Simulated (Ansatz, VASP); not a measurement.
**One calculation of SiC, two programs**

```xyz
6
Lattice="3.0858 0.0000 0.0000 -1.5429 2.6724 0.0000 0.0000 0.0000 7.0578" Properties=species:S:1:pos:R:3 pbc="T T T"
Si   -0.7715    1.3362    1.1763
Si    0.7715    1.3362    5.8815
Si    1.5429    0.0000    3.5289
C     0.7715    1.3362    2.3526
C     1.5429    0.0000    0.0000
C    -0.7715    1.3362    4.7052
```

Alike in both runs: functional PBE; k mesh 6 × 6 × 4; occupations gaussian, width 0.1 eV; no spin polarisation.

Ansatz relaxed the structure, and its values are those at the end. VASP's run is a single point on that final structure, the one shown.

```csv
,VASP,Ansatz
version,VASP 6.6.1,Ansatz 0.2.0
potentials or method,"VASP PAW PBE potentials, release 64 (Si, C)","scalar-relativistic, plane waves, PAW"
plane-wave cutoff (eV),520,420
valence electrons in the cell,24,24
```

Ansatz gave:

| Quantity | Value |
| --- | --- |
| gap on the k mesh at the Fermi level (eV) | 0.88 |
| least direct gap on the mesh (eV) | 3.01 |
| pressure (GPa) | 0.0 |

What did VASP give for the same quantities?

gap on the k mesh at the Fermi level (eV): 0.88; least direct gap on the mesh (eV): 3.01; pressure (GPa): 0.1.

A k mesh can miss the band edges. As with any semilocal functional, this PBE gap is likely too small.
